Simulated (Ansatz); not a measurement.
# Site preference of Si in place of C in C(111) slab, H on both faces (224 atoms), part 3 of 3

Aim: make Si in place of C at several sites of C(111) slab, H on both faces (224 atoms), relax each, and compare their energies.

Ansatz 0.2.0; Kohn-Sham DFT, PBEsol, PAW (set soft_2), plane waves.

The cell: 192 C and 32 H. The Brillouin zone is sampled at Γ only, in a cell whose shortest periodic width is 9 Å.

So far. Step 2 (Single point at the start): The r.m.s. force at the start is 1.0 eV/Å. Step 3 (Relaxation): The relaxation converged after 4 steps, 6.09 eV below its start, with a largest force component of 0.026 eV/Å.

## 5. Si on a site of C, site C12

The site has 4 bonded neighbours (C4) at 1.54 Å on average, by cutoffs that count no bonds between two metal atoms or like ions, in the slab. The change is made in the relaxed cell and the atoms are relaxed again, with spin allowed.

input.yaml reads:

```yaml
crystal:
  lattice:
    - [10.089, 0.0, 0.0]
    - [-5.0445, 8.73733, 0.0]
    - [0.0, 0.0, 24.99189]
  atoms:
    [... atom lines 1 to 8 left out ...]
    - { symbol: C, position: [0.16679, 0.83329, 0.633], spin: 0.6 }
    - { symbol: C, position: [0.3335, 0.9166, 0.6127] }
    - { symbol: C, position: [0.25015, 0.99999, 0.71412], spin: 0.6 }
    - { symbol: Si, position: [0.16683, 0.83335, 0.69485], spin: 0.6 }
    - { symbol: C, position: [0.33347, 0.66662, 0.30503] }
    - { symbol: C, position: [0.25009, 0.74995, 0.28581] }
    - { symbol: C, position: [0.16681, 0.58328, 0.38722] }
    [... atom lines 16 to 224 left out ...]
magnetization:
  spin_polarized: true
kpoints:
  mp_grid: { grid: [1, 1, 1] }
hamiltonian:
  xc: pbesol
scf:
  occupations: { method: fermi_dirac, width: 0.025 }
  lower_state_search: "off"
output:
  forces: true
  eigenvalues: true
relax:
  f_tol: 0.05
  max_steps: 90
```

Started as:

```bash
> ansatz run input.yaml --threads 4 --pin off --max-ram 15872MiB --backend cpu --events-out ev --progress --plain --runs-dir out
```

Numbers of over 12 decimals in the logs are rounded to 6 here.

Output:

```text
[...]
Crystal: 224 atoms, lattice volume = 2203.058 Å³
Basis set: ecut = 420 eV, 43055 PW (Γ), exchange–correlation on 144×144×360 points (8 copies of the dense FFT grid, shifted against one another)
Bands: 626, of which v1, the nominal top of the filled ones, is band 400 counted from 1 (399 counted from 0)
Symmetry: 1 space group operations
[...]
k-points: 1
[...]
Starting moments: Σ|m| = 3 μB on 5 of 224 sites
[...]
SCF iter   1: F=—  HF=-48304.783341 eV  |F-HF|=—  |Δ(HF+E_count)|=         —  Δρ=5.52e-2 (↑5.33e-2 ↓5.52e-2)  dr2=2.23e2  dr2_m=5.37e-1  M=0.000 μB ∫|m|=0.493 μB  β_m=0.30  ethr=3.10e-3  ⟨swp⟩=8.0  Hψ=6366  notcnv=0  defer=294
[...]
spin=Collinear: Resta preconditioning applied to the charge; magnetization (m = ρ↑ − ρ↓) channel mixes plain (no charge-response kernel on spin).
SCF iter   2: F=—  HF=-48262.647454 eV  |F-HF|=—  |Δ(HF+E_count)|=    4.21e1  Δρ=3.78e-2 (↑3.66e-2 ↓3.78e-2)  dr2=9.94e1  dr2_m=2.82e-1  M=0.000 μB ∫|m|=0.614 μB  β_m=0.30  ethr=3.10e-3  ⟨swp⟩=3.5  Hψ=2170  notcnv=0  defer=428
SCF iter   3: F=—  HF=-48229.972371 eV  |F-HF|=—  |Δ(HF+E_count)|=    3.27e1  Δρ=9.09e-3 (↑9.09e-3 ↓8.09e-3)  dr2=4.64e0  dr2_m=1.44e-1  M=0.000 μB ∫|m|=0.300 μB  β_m=0.30  ethr=3.10e-3  ⟨swp⟩=5.0  Hψ=3212  notcnv=0  defer=434
[...]
SCF iter   7: F=—  HF=-48229.382610 eV  |F-HF|=—  |Δ(HF+E_count)|=   1.74e-2  Δρ=9.20e-4 (↑7.22e-4 ↓9.20e-4)  dr2=1.07e-2  dr2_m=1.22e-2  M=0.000 μB ∫|m|=0.107 μB  β_m=0.30  ethr=2.02e-6  ⟨swp⟩=2.0  Hψ=2009  notcnv=0  defer=434
[...]
spin-set hold released at iteration 7 (site moments contracting): the magnetisation degrees of freedom join the quasi-Newton model from the next iteration; the mixer history was flushed
SCF iter   8: F=—  HF=-48229.386092 eV  |F-HF|=—  |Δ(HF+E_count)|=   3.48e-3  Δρ=6.44e-4 (↑5.53e-4 ↓6.44e-4)  dr2=2.32e-3  dr2_m=6.74e-3  M=0.000 μB ∫|m|=0.085 μB  β_m=0.58  ethr=1.34e-6  ⟨swp⟩=2.0  Hψ=1216  notcnv=0  defer=434
[...]
SCF iter  12: F=-48229.392538 eV  HF=-48229.392539 eV  |F-HF|=2.78e-7  |Δ(HF+E_count)|=   2.59e-6  Δρ=2.97e-6 (↑1.97e-6 ↓2.97e-6)  dr2=3.97e-7  dr2_m=5.89e-8  M=0.000 μB ∫|m|=0.001 μB  ethr=2.19e-10  ⟨swp⟩=4.0  Hψ=4870  notcnv=0
WARN: the starting moments were not kept: the SCF closed with an absolute magnetisation of 7.4e-4 μB, where they sum to 3 μB in size (5 sites). That is at most 0.1 of that sum. Measured as dr2_m measures the in/out step, that magnetisation stands 1.2e-8 eV from none, [...]
SCF 1 converged in 12 iterations: F = -48229.392538 eV  dr2 = 3.97e-7
[...]
relax step   1: F+E_penalty+E_count = -48229.39253843 eV  Δ(F+E_penalty+E_count) = +0.000e0 eV  max|allowed force component| = 1.288e1 eV/Å  Δτ_max = 0.0000 Å  (12 SCF iters, dr2 threshold 6.25e-5 eV, accepted)
[...]
relax step   2: F+E_penalty+E_count = -48233.67054398 eV  Δ(F+E_penalty+E_count) = -4.278e0 eV  max|allowed force component| = 5.549e0 eV/Å  Δτ_max = 0.1764 Å  (6 SCF iters, dr2 threshold 1.00e-4 eV, accepted)
[...]
relax step   3: F+E_penalty+E_count = -48235.04028436 eV  Δ(F+E_penalty+E_count) = -1.370e0 eV  max|allowed force component| = 1.216e0 eV/Å  Δτ_max = 0.1986 Å  (6 SCF iters, dr2 threshold 1.00e-4 eV, accepted)
[...]
relax step   4: F+E_penalty+E_count = -48235.16512386 eV  Δ(F+E_penalty+E_count) = -1.248e-1 eV  max|allowed force component| = 6.271e-1 eV/Å  Δτ_max = 0.1046 Å  (5 SCF iters, dr2 threshold 9.24e-5 eV, accepted)
[...]
relax step   5: F+E_penalty+E_count = -48235.18064269 eV  Δ(F+E_penalty+E_count) = -1.552e-2 eV  max|allowed force component| = 2.014e-1 eV/Å  Δτ_max = 0.0338 Å  (4 SCF iters, dr2 threshold 2.46e-5 eV, accepted)
[...]
relax step   6: F+E_penalty+E_count = -48235.18385250 eV  Δ(F+E_penalty+E_count) = -3.210e-3 eV  max|allowed force component| = 2.796e-2 eV/Å  Δτ_max = 0.0148 Å  (5 SCF iters, dr2 threshold 4.18e-6 eV, accepted)
[...]
relax step   7: F+E_penalty+E_count = -48235.18385252 eV  Δ(F+E_penalty+E_count) = -1.785e-8 eV  max|allowed force component| = 2.793e-2 eV/Å  Δτ_max = 0.0000 Å  (3 SCF iters, accepted)
SCF converged after 3 iterations
Magnetization: 0.0000 μB (400.0000 up, 400.0000 down)
Absolute magnetization: 0.0000 μB (∫|ρ↑−ρ↓|, with the PAW one-centre terms)
[...]
Per-site moments (μB) at R_I (Å): [(-2.0407034144320146e-9, 0.632606), (1.2243506380378016e-10, 0.459578), (-1.2040966822840158e-9, 0.635035), (1.7732674576945526e-9, 0.636222), (-3.670236928386496e-9, [...]
Free energy (F): -48235.183853 eV
[...]
Internal energy: -48235.183853 eV  (E = F + TS)
E sigma→0 (E₀):  -48235.183853 eV
Fermi energy:    6.339527 eV
[...]
Σ components = -48235.183853   (vs F -48235.183853, Δ=0.00e0)
--- Forces (eV/Å), atoms counted from 1 ---
  atom   1  C      0.00068735     0.00044586    -0.00004111
  atom   2  C     -0.00006847     0.00010448     0.00016732
  atom   3  C     -0.00007348     0.00000171     0.00076726
  atom   4  C     -0.00076963    -0.00045649     0.00053680
[...]
atom 224  H      0.00675490     0.00393573     0.00634944
  max |Σ_I F_I| component: 2.65e-5 eV/Å
--- Band table (eV) ---
[...]
--- Relaxed structure (7 steps of the walk, 7 accepted, 0 SCFs on fresh bases) ---
  F+E_penalty+E_count = -48235.18385252 eV   max|allowed force component| = 2.793e-2 eV/Å
  atoms:
    - { symbol: C, position: [0.333462, 0.916641, 0.304838] }
    - { symbol: C, position: [0.250139, -2.614990127622695e-5, 0.285581] }
    - { symbol: C, position: [0.166810, 0.833315, 0.387053] }
    - { symbol: C, position: [0.333456, 0.916638, 0.366677] }
[...]
- { symbol: H, position: [0.0017017, 0.250761, 0.758159] }
```

Run time: 9.9 min. Hardware: 4 threads of Intel Xeon Platinum 8259CL at 2.50GHz (Skylake/Cascade Lake), shared host; peak memory 6.4 GiB.

The program notes that starting moments were not kept.

The relaxation converged after 7 steps, 5.79 eV below its start, with a largest force component of 0.028 eV/Å.

A closer look about the Si atom, after relaxation: 14 atoms, nearest first, numbered in the order of the input, with positions taken from that point.

| atom | x | y | z | distance (Å) | bonds |
| --- | --- | --- | --- | --- | --- |
| Si12 | 0.00 | 0.00 | 0.00 | 0.00 | 4 |
| C23 | 1.48 | -0.85 | 0.39 | 1.75 | 4 |
| C155 | -1.48 | -0.85 | 0.39 | 1.75 | 4 |
| C11 | 0.00 | 1.71 | 0.39 | 1.75 | 4 |
| C9 | 0.00 | 0.00 | -1.85 | 1.85 | 4 |
| H196 | 1.69 | -0.98 | 1.47 | 2.44 | 1 |
| H194 | 0.00 | 1.95 | 1.47 | 2.44 | 1 |
| H218 | -1.69 | -0.98 | 1.47 | 2.44 | 1 |
| C24 | 1.30 | -2.22 | -0.25 | 2.59 | 4 |
| C36 | 2.57 | -0.01 | -0.25 | 2.59 | 4 |
| C132 | 1.28 | 2.24 | -0.25 | 2.59 | 4 |
| C156 | -1.30 | -2.22 | -0.25 | 2.59 | 4 |
| C84 | -1.28 | 2.24 | -0.25 | 2.59 | 4 |
| C120 | -2.57 | -0.01 | -0.25 | 2.59 | 4 |

The column of bonds counts only the pairs C-C within 1.85 Å, C-H within 1.34 Å, C-Si within 2.27 Å; other neighbours, such as metal atoms beside each other in a compound, aren't counted, and periodic images can show an atom twice.

The largest move is 0.52 Å, by H196.

## 6. Si on a site of C, site C190

The site has 4 bonded neighbours (C4) at 1.54 Å on average, in the slab. 

Input and log are left out; they have the form of those shown for this kind of step.

It took 8.6 min on 4 threads of Intel Xeon Platinum 8259CL at 2.50GHz (Skylake/Cascade Lake), shared host; peak memory 6.4 GiB; 33 min of CPU time.

The relaxation converged after 5 steps, 4.60 eV below its start, with a largest force component of 0.041 eV/Å.

## 7. Si on a site of C, site C146

The site has 4 bonded neighbours (HC3) at 1.43 Å on average, in the slab. 

Input and log are left out; they have the form of those shown for this kind of step.

Wall time 11 min (4 threads of Intel Xeon Platinum 8259CL at 2.50GHz (Skylake/Cascade Lake), shared host); peak memory 6.4 GiB; 43 min of CPU time.

The relaxation converged after 7 steps, 6.85 eV below its start, with a largest force component of 0.025 eV/Å.

A closer look about the Si atom, after relaxation: 11 atoms, nearest first, numbered in the order of the input, with positions taken from that point.

| atom | x | y | z | distance (Å) | bonds |
| --- | --- | --- | --- | --- | --- |
| Si146 | 0.00 | 0.00 | 0.00 | 0.00 | 4 |
| H217 | 0.00 | 0.00 | -1.50 | 1.50 | 1 |
| C145 | 1.38 | -0.80 | 0.79 | 1.78 | 4 |
| C97 | -1.38 | -0.80 | 0.79 | 1.78 | 4 |
| C109 | 0.00 | 1.59 | 0.79 | 1.78 | 4 |
| C170 | 1.30 | -2.23 | 0.33 | 2.61 | 4 |
| C134 | -1.30 | -2.23 | 0.33 | 2.61 | 4 |
| C98 | -2.59 | -0.01 | 0.33 | 2.61 | 4 |
| C14 | 2.59 | -0.01 | 0.33 | 2.61 | 4 |
| C110 | -1.28 | 2.24 | 0.33 | 2.61 | 4 |
| C2 | 1.28 | 2.24 | 0.33 | 2.61 | 4 |

The column of bonds counts only the pairs C-C within 1.85 Å, C-H within 1.34 Å, C-Si within 2.17 Å, H-Si within 1.78 Å; other neighbours, such as metal atoms beside each other in a compound, aren't counted, and periodic images can show an atom twice.

The largest move is 0.72 Å, by H217.

## 8. The sites compared

All these cells hold the same atoms, so their energies can be compared with no chemical potential.

| site | neighbours | mean distance (Å) | atoms within 6 Å | energy over the best site (eV) | before relaxation (eV) | gain on relaxing (eV) |
| --- | --- | --- | --- | --- | --- | --- |
| C146 | HC3 | 1.43 | 113 | 0.00 | 0.81 | 6.85 |
| C12 | C4 | 1.54 | 121 | 0.24 | 0.00 | 5.79 |
| C190 | C4 | 1.54 | 151 | 1.48 | 0.05 | 4.60 |

Neighbours are those of the relaxed host within 1.85 Å (C-C), 1.34 Å (C-H); other pairs aren't counted.

## 9. Outcome

The cheapest site is C146 (4 neighbours, HC3); the dearest, C190 (4 neighbours, C4), costs 1.5 eV more. Sites with the same first shell differ by up to 1.24 eV, from their geometry, farther neighbours or both. Relaxation changes the order: the best site before relaxing was C12.

**Limits.** Defects are neutral and interact with their images. The reference ran with fermi-dirac smearing of 0.05 eV, but 3 of the 3 defect cells with fermi-dirac smearing of 0.025 eV, spin polarised. In the spin-polarised runs the search for a state of lower energy was switched off. Only 3 of the 192 C sites were tried; unless symmetry makes the others alike to these, a cheaper one may exist.

The DFT runs together took 33 min of wall time.

[Logs are printed without paths, hosts, clocks, repeated set-up lines and the standing remarks that a program may print on its own settings, such as how far it seeks lower states.]

[Hosts, paths, dates, database ids (printed as entryN), source tags and the programs' standing remarks are cut or masked in the printed files.]
